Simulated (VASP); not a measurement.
# Sb in VASP: relaxation of the atoms with PBE+D3(BJ)

Aim: the relaxation of the atoms of Sb with PBE+D3(BJ).

Everything below comes from runs of VASP 6.6.1. Logs are shortened: lines on timing, memory, paths and dates and some standing lists are left out, and cuts for length are marked.

## (1) The slab as given

The cell holds a slab with vacuum, 2 atoms: a = 4.258 Å, b = 4.258 Å, c = 22.565 Å, α = 90.00°, β = 90.00°, γ = 120.00°.

The cell was built by a generator and needn't be a form met in nature.

## (2) Relaxation of the atoms, PBE+D3(BJ)

INCAR reads:

```
SYSTEM = Sb
PREC = Accurate ; ENCUT = 520
EDIFF = 1E-7 ; ISMEAR = 0
SIGMA = 0.04 ; LREAL = .FALSE.
LASPH = .TRUE. ; NELM = 120
ALGO = Fast ; ISIF = 2
LWAVE = .FALSE. ; LCHARG = .FALSE.
LDIPOL = .TRUE. ; IDIPOL = 3
DIPOL = 0.5 0.5 0.500 ; GGA = PE
IVDW = 12 ; IBRION = 2
NSW = 90 ; EDIFFG = -0.02
KPAR = 2
```

KPOINTS reads:

```
Automatic mesh
0
G
  9 9 1
  0 0 0
```

POSCAR reads:

```
Sb
1.0
    3.6878305700      2.1291700200      0.0000000000
   -3.6878305700      2.1291700200      0.0000000000
    0.0000000000      0.0000000000     22.5647905100
Sb
2
Direct
    0.6666660000      1.0000000000      0.4634386100
    1.0000000000      0.6666660000      0.5365613900
```

Potentials or basis: VASP PAW PBE potentials, release 64 (Sb).

Command:

```console
cat potpaw_PBE.64/Sb/POTCAR > POTCAR
mpirun -np 2 vasp_std > vasp.out
```

OUTCAR:

```text
SYSTEM = Sb
   PREC = Accurate
   ENCUT = 520
   EDIFF = 1E-7
   ISMEAR = 0
   LREAL = .FALSE.
   LASPH = .TRUE.
   NELM = 120
   ISIF = 2
   GGA = PE
   IVDW = 12
   IBRION = 2
   NSW = 90
   EDIFFG = -0.02
 IVDW          = 12

 ion  position               nearest neighbor table
   1  0.667  0.000  0.463-   2 2.96   2 2.96   2 2.96
   2  0.000  0.667  0.537-   1 2.96   1 2.96   1 2.96

  LATTYP: Found a hexagonal cell.
 ALAT       =     4.2583399685
 C/A-ratio  =     5.2989640745

  Lattice vectors:

 A1 = (   3.6878305700,   2.1291700200,   0.0000000000)
 A2 = (  -3.6878305700,   2.1291700200,   0.0000000000)
 A3 = (   0.0000000000,   0.0000000000,  22.5647905100)

Analysis of symmetry for initial positions (statically):
=====================================================================
 Subroutine PRICEL returns:
 Original cell was already a primitive cell.

 Routine SETGRP: Setting up the symmetry group for a
 hexagonal supercell.

 Subroutine GETGRP returns: Found 12 space group operations
 (whereof  2 operations were pure point group operations)
 out of a pool of 24 trial point group operations.

The static configuration has the point symmetry C_2 .
 The point group associated with its full space group is D_3d.

Analysis of symmetry for dynamics (positions and initial velocities):
=====================================================================
 Subroutine PRICEL returns:
 Original cell was already a primitive cell.

 Routine SETGRP: Setting up the symmetry group for a
 hexagonal supercell.

 Subroutine GETGRP returns: Found 12 space group operations
 (whereof  2 operations were pure point group operations)
 out of a pool of 24 trial point group operations.

The dynamic configuration has the point symmetry C_2 .
 The point group associated with its full space group is D_3d.

 Subroutine INISYM returns: Found 12 space group operations
 (whereof  2 operations are pure point group operations),
 and found     1 'primitive' translations

----------------------------------------------------------------------------------------

                                     Primitive cell

  volume of cell :     354.3583

  direct lattice vectors                    reciprocal lattice vectors
     3.687830570  2.129170020  0.000000000     0.135581066  0.234833290  0.000000000
    -3.687830570  2.129170020  0.000000000    -0.135581066  0.234833290  0.000000000
     0.000000000  0.000000000 22.564790510     0.000000000  0.000000000  0.044316831

  length of vectors
     4.258339968  4.258339968 22.564790510     0.271162127  0.271162127  0.044316831

  position of ions in fractional coordinates (direct lattice)
     0.666666000  0.000000000  0.463438610
     0.000000000  0.666666000  0.536561390

  ion indices of the primitive-cell ions
   primitive index   ion index
                 1           1
                 2           2

----------------------------------------------------------------------------------------

 KPOINTS: Automatic mesh

Automatic generation of k-mesh.
 Grid dimensions read from file:
 generate k-points for:    9    9    1

 Generating k-lattice:

  Cartesian coordinates                     Fractional coordinates (reciprocal lattice)
     0.015064563  0.026092588  0.000000000     0.111111111  0.000000000  0.000000000
    -0.015064563  0.026092588  0.000000000     0.000000000  0.111111111  0.000000000
     0.000000000  0.000000000  0.044316831     0.000000000  0.000000000  1.000000000

  Length of vectors
     0.030129125  0.030129125  0.044316831

  Shift w.r.t. Gamma in fractional coordinates (k-lattice)
     0.000000000  0.000000000  0.000000000

 Subroutine IBZKPT returns following result:
 ===========================================

 Found     12 irreducible k-points:

 Following reciprocal coordinates:
            Coordinates               Weight
  0.000000  0.000000  0.000000      1.000000
  0.111111 -0.000000  0.000000      6.000000
  0.222222 -0.000000  0.000000      6.000000
  0.333333 -0.000000  0.000000      6.000000
  0.444444 -0.000000  0.000000      6.000000
  0.111111  0.111111  0.000000      6.000000
  0.222222  0.111111  0.000000     12.000000
  0.333333  0.111111  0.000000     12.000000
  0.444444  0.111111  0.000000      6.000000
  0.222222  0.222222  0.000000      6.000000
  0.333333  0.222222  0.000000     12.000000
  0.333333  0.333333  0.000000      2.000000
   k-points           NKPTS =     12   k-points in BZ     NKDIM =     12   number of bands    NBANDS=      9
   number of dos      NEDOS =    301   number of ions     NIONS =      2
   total plane-waves  NPLWV = 172032
   dimension x,y,z NGX =    32 NGY =   32 NGZ =  168
   dimension x,y,z NGXF=    64 NGYF=   64 NGZF=  336
   ions per type =               2
   NGX,Y,Z   is equivalent  to a cutoff of  12.49, 12.49, 12.38 a.u.
   NGXF,Y,Z  is equivalent  to a cutoff of  24.99, 24.99, 24.75 a.u.
 SYSTEM =  Sb
   PREC   = accura    normal or accurate (medium, high low for compatibility)
   ISTART =      0    job   : 0-new  1-cont  2-samecut
   ICHARG =      2    charge: 1-file 2-atom 10-const
   ISPIN  =      1    spin polarized calculation?
   LNONCOLLINEAR =      F non collinear calculations
   LSORBIT =      F    spin-orbit coupling
   LASPH  =      T    aspherical Exc in radial PAW
   ENCUT  =  520.0 eV  38.22 Ry    6.18 a.u.   7.92  7.92 41.96*2*pi/ulx,y,z
   NELM   =    120;   NELMIN=  2; NELMDL= -5     # of ELM steps
   EDIFF  = 0.1E-06   stopping-criterion for ELM
   LREAL  =      F    real-space projection
   EDIFFG = -.2E-01   stopping-criterion for IOM
   NSW    =     90    number of steps for IOM
   IBRION =      2    ionic relax: 0-MD 1-quasi-New 2-CG
   NFREE  =      1    steps in history (QN), initial steepest desc. (CG)
   ISIF   =      2    stress and relaxation
   ISYM   =      2    0-nonsym 1-usesym 2-fastsym
   POTIM  = 0.5000    time-step for ionic-motion
   TEBEG  =    0.0;   TEEND  =   0.0 temperature during run
   PSTRESS=    0.0 pullay stress
   NELECT =      10.0000    total number of electrons
   NUPDOWN=      -1.0000    fix difference up-down
   EMIN   =  10.00;   EMAX   =-10.00  energy-range for DOS
   EFERMI =   0.00;   METHOD = LEGACY
   ISMEAR =     0;   SIGMA  =   0.04  broadening in eV -4-tet -1-fermi 0-gaus
   EFERMI_NEDOS =   21; number of points for ismear=-14 and -15
   IALGO  =     68    algorithm
   IMIX   =      4    mixing-type and parameters
     AMIX     =   0.40;   BMIX     =  1.00
     AMIX_MAG =   1.60;   BMIX_MAG =  1.00
  volume/ion in A,a.u.               =     177.18      1195.66
  Fermi-wavevector in a.u.,A,eV,Ry     =   0.498418  0.941874  3.379970  0.248421
  Thomas-Fermi vector in A             =   1.505396
   LORBIT       =      0    0 simple, 1 ext, 2 COOP (PROOUT), +10 PAW based schemes
   GGA     = PE    functional components
   LHFCALC =     F    Hartree Fock is set to
   AEXX    =    0.0000 exact exchange contribution
   IVDW    =    12    specifies the selected vdW correction
   LEPSILON=     F    determine dielectric tensor
   LRPA    =     F    only Hartree local field effects (RPA)
 conjugate gradient relaxation of ions
 non-spin polarized calculation
 RMM-DIIS sequential band-by-band and
 Gauss-broadening in eV      SIGMA  =   0.04
  energy-cutoff  :      520.00
  volume of cell :      354.36
 maximum number of plane-waves:      9594
 NGX is ok and might be reduce to    32
   NGX = 15   NGY = 15   NGZ = 83

 dipolmoment           0.000000      0.000000     -0.000000 electrons x Angstroem

--------------------------------------- Ionic step        1  -------------------------------------------

 number of electron      10.0000000 magnetization

 Free energy of the ion-electron system (eV)
  ---------------------------------------------------
  ext. energy  EPLUGINS =         0.00000000
  ---------------------------------------------------
  free energy    TOTEN  =        -8.05547355 eV

  energy without entropy =       -8.05547355  energy(sigma->0) =       -8.05547355

------------------------ aborting loop because EDIFF is reached ----------------------------------------

 Edisp (eV)   -0.42864

 E8    (eV) :    -0.2133

  FORCE on cell =-STRESS in cart. coord.  units (eV):
  Direction    XX          YY          ZZ          XY          YZ          ZX
  --------------------------------------------------------------------------------------
  -------------------------------------------------------------------------------------
  Total      -1.88513    -1.88513    -0.76568     0.00000    -0.00000    -0.00000
  in kB      -8.52334    -8.52334    -3.46191     0.00000    -0.00000    -0.00000
  external pressure =       -6.84 kB  Pullay stress =        0.00 kB

 VOLUME and BASIS-vectors are now :
 -----------------------------------------------------------------------------
  energy-cutoff  :      520.00
  volume of cell :      354.36
      direct lattice vectors                 reciprocal lattice vectors
     3.687830570  2.129170020  0.000000000     0.135581066  0.234833290  0.000000000
    -3.687830570  2.129170020  0.000000000    -0.135581066  0.234833290  0.000000000
     0.000000000  0.000000000 22.564790510     0.000000000  0.000000000  0.044316831
[... 41 lines left out ...]
 POSITION                                       TOTAL-FORCE (eV/Angst)
 -----------------------------------------------------------------------------------
      2.45855      1.41945     10.47968        -0.000000     -0.000000      0.105405
     -2.45855      1.41945     12.08511         0.000000      0.000000     -0.105405
 -----------------------------------------------------------------------------------
    total drift:                                0.000000      0.000089     -0.000000

  FREE ENERGIE OF THE ION-ELECTRON SYSTEM (eV)
  ---------------------------------------------------
  free  energy   TOTEN  =        -8.4968508808 eV

  energy  without entropy=       -8.4968508808  energy(sigma->0) =       -8.49685088

--------------------------------------- Ionic step        3  -------------------------------------------

 number of electron      10.0000000 magnetization

 dipolmoment           0.000000      0.000000      0.000000 electrons x Angstroem

 Free energy of the ion-electron system (eV)
  ---------------------------------------------------
  ext. energy  EPLUGINS =         0.00000000
  ---------------------------------------------------
  free energy    TOTEN  =        -8.06766618 eV

  energy without entropy =       -8.06766618  energy(sigma->0) =       -8.06766618

 E-fermi :  -3.0242     XC(G=0):  -2.2992

 val. band max:       -3.2098838262   @ k =   0.1111   0.1111   0.0000
 cond. band min:      -1.8734983182   @ k =   0.0000   0.0000   0.0000
 fundamental gap:      1.3363855080
 Fermi energy:        -3.0241940320

 k-point     1 :       0.0000    0.0000    0.0000
  band No.  band energies     occupation
      1     -13.9082      2.00000
      2      -9.0828      2.00000
      3      -3.2480      2.00000
      4      -3.2364      2.00000
      5      -3.2364      2.00000
      6      -1.8735      0.00000
      7      -0.4141      0.00000
      8      -0.4140      0.00000
      9       1.4640      0.00000

 k-point     2 :       0.1111   -0.0000    0.0000
  band No.  band energies     occupation
      1     -13.7900      2.00000
      2      -9.1203      2.00000
      3      -4.1869      2.00000
      4      -3.4789      2.00000
      5      -3.2224      2.00000
      6      -1.2294      0.00000
      7      -0.4584      0.00000
      8      -0.1599      0.00000
      9       1.6060      0.00000
[... 109 lines left out ...]
 k-point    12 :       0.3333    0.3333    0.0000
  band No.  band energies     occupation
      1     -11.3894      2.00000
      2     -11.3894      2.00000
      3      -6.2766      2.00000
      4      -4.5821      2.00000
      5      -4.5821      2.00000
      6      -1.1947      0.00000
      7       0.6022      0.00000
      8       0.6022      0.00000
      9       3.6119      0.00000

------------------------ aborting loop because EDIFF is reached ----------------------------------------

 vacuum level on the upper side and lower side of the slab       (xc-potential included)        -0.123        -0.123

 Edisp (eV)   -0.42987

 E8    (eV) :    -0.2139

  FORCE on cell =-STRESS in cart. coord.  units (eV):
  Direction    XX          YY          ZZ          XY          YZ          ZX
  --------------------------------------------------------------------------------------
  -------------------------------------------------------------------------------------
  Total      -1.57520    -1.57520    -0.00613     0.00000     0.00000    -0.00000
  in kB      -7.12201    -7.12201    -0.02773     0.00000     0.00000    -0.00000
  external pressure =       -4.76 kB  Pullay stress =        0.00 kB

 VOLUME and BASIS-vectors are now :
 -----------------------------------------------------------------------------
  energy-cutoff  :      520.00
  volume of cell :      354.36
      direct lattice vectors                 reciprocal lattice vectors
     3.687830570  2.129170020  0.000000000     0.135581066  0.234833290  0.000000000
    -3.687830570  2.129170020  0.000000000    -0.135581066  0.234833290  0.000000000
     0.000000000  0.000000000 22.564790510     0.000000000  0.000000000  0.044316831

 POSITION                                       TOTAL-FORCE (eV/Angst)
 -----------------------------------------------------------------------------------
      2.45855      1.41945     10.48599         0.000000     -0.000000      0.001761
     -2.45855      1.41945     12.07880        -0.000000      0.000000     -0.001761
 -----------------------------------------------------------------------------------
    total drift:                                0.000000      0.000090      0.000000

  FREE ENERGIE OF THE ION-ELECTRON SYSTEM (eV)
  ---------------------------------------------------
  free  energy   TOTEN  =        -8.4975365703 eV

  energy  without entropy=       -8.4975365703  energy(sigma->0) =       -8.49753657

 reached required accuracy - stopping structural energy minimisation

 vacuum level on the upper side and lower side of the slab         1.872         1.872
```

It took 87 s on 2 MPI ranks of Intel Xeon Platinum 8488C (Sapphire Rapids), shared host; peak memory 0.45 GiB.

What came out:

```
Free energy                : -8.4975 eV
Energy gained by relaxing  : 6.7 meV/atom
Ionic steps                : 3
Band gap on the k mesh     : 1.34 eV, indirect (least direct gap 1.36 eV)
Dispersion energy per atom : -0.215 eV
```

Step by step:
```csv
step,energy change (eV),largest force (eV/Å),pressure (GPa)
1,0.0000,0.4619,-0.68
2,-0.0127,0.1054,-0.52
3,-0.0134,0.0018,-0.48
```

Final structure:
```cif
data_structure
_symmetry_space_group_name_H-M 'P 1'
_symmetry_Int_Tables_number 1
_cell_length_a 4.2583
_cell_length_b 4.2583
_cell_length_c 22.5648
_cell_angle_alpha 90.000
_cell_angle_beta 90.000
_cell_angle_gamma 120.000
_cell_volume 354.36
loop_
_atom_site_label
_atom_site_type_symbol
_atom_site_fract_x
_atom_site_fract_y
_atom_site_fract_z
_atom_site_occupancy
Sb1 Sb 0.66667 0.00000 0.46471 1
Sb2 Sb 0.00000 0.66667 0.53529 1
```

Caveat: spin-orbit coupling is left out, which moves the levels of the heavy elements.
